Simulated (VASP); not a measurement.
SnSe in VASP 6.6.1, single-point calculation

INCAR

```
ENCUT = 520
GGA = PE
SIGMA = 0.05
ISPIN = 2
LASPH = .TRUE.
LCHARG = .FALSE.
LWAVE = .FALSE.
ISIF = 2
NBANDS = 17
MAGMOM = 1 1
LREAL = .FALSE.
PREC = Accurate
EDIFF = 1E-7
IBRION = -1
NSW = 0
ISMEAR = 2
NELM = 84
```

KPOINTS

```
KPOINTS created by Atomic Simulation Environment
0
Gamma
8 8 8
0 0 0
```

POSCAR

```
Sn Se
 1.0000000000000000
     0.0000000000000000    2.9848894912000001    2.9848894912000001
     2.9986199829000002    0.0000000000000000    2.9848894912000001
     2.9986199829000002    2.9848894912000001    0.0000000000000000
 Sn  Se
   1   1
Cartesian
  0.0000000000000000  0.0000000000000000  0.0000000000000000
  2.9986199829000002  2.9848894912000001  2.9848894912000001
```

The recommended PBE PAW datasets give the neutral cell 20 valence electrons.

Command

```
mpirun -np 1 vasp_std
```

OSZICAR

```
N       E                     dE             d eps       ncg     rms          rms(c)
DAV:   1     0.131989635346E+03    0.13199E+03   -0.97548E+03  4037   0.144E+03
DAV:   2     0.464571357379E+01   -0.12734E+03   -0.12296E+03  4287   0.346E+02
DAV:   3    -0.773051455702E+01   -0.12376E+02   -0.12230E+02  4959   0.936E+01
DAV:   4    -0.804825481675E+01   -0.31774E+00   -0.31737E+00  4823   0.158E+01
DAV:   5    -0.805714623372E+01   -0.88914E-02   -0.88910E-02  5779   0.261E+00    0.643E+00
DAV:   6    -0.819290916127E+01   -0.13576E+00   -0.49935E-01  5387   0.410E+00    0.278E+00
DAV:   7    -0.820621250154E+01   -0.13303E-01   -0.72500E-02  4489   0.186E+00    0.140E+00
DAV:   8    -0.820756014159E+01   -0.13476E-02   -0.88921E-03  4829   0.689E-01    0.618E-01
DAV:   9    -0.820831532167E+01   -0.75518E-03   -0.16131E-03  4964   0.328E-01    0.260E-01
DAV:  10    -0.820804384418E+01    0.27148E-03   -0.29774E-04  4973   0.140E-01    0.590E-02
DAV:  11    -0.820809009589E+01   -0.46252E-04   -0.39853E-05  5084   0.656E-02    0.365E-02
DAV:  12    -0.820811757630E+01   -0.27480E-04   -0.28670E-05  4493   0.385E-02    0.124E-02
DAV:  13    -0.820814019099E+01   -0.22615E-04   -0.19081E-06  5232   0.114E-02    0.290E-03
DAV:  14    -0.820814052835E+01   -0.33736E-06   -0.64779E-07  5054   0.790E-03    0.164E-03
DAV:  15    -0.820814052257E+01    0.57848E-08   -0.11100E-07  3788   0.265E-03
   1 F= -.82081405E+01 E0= -.82081405E+01  d E =-.256402E-18  mag=    -0.0000
```

It converged. Results: pressure 2.1 GPa; magnetic moment of the cell 0.00 μB.

For comparison, a separate PBE run of the intended cell, on usual settings and not on those above, gives a gap of 0.67 eV on its mesh and a pressure of 2.1 GPa.

The run above took about 94 s on one core of a shared host (Intel Xeon Platinum 8488C) and held 0.25 GiB at most.
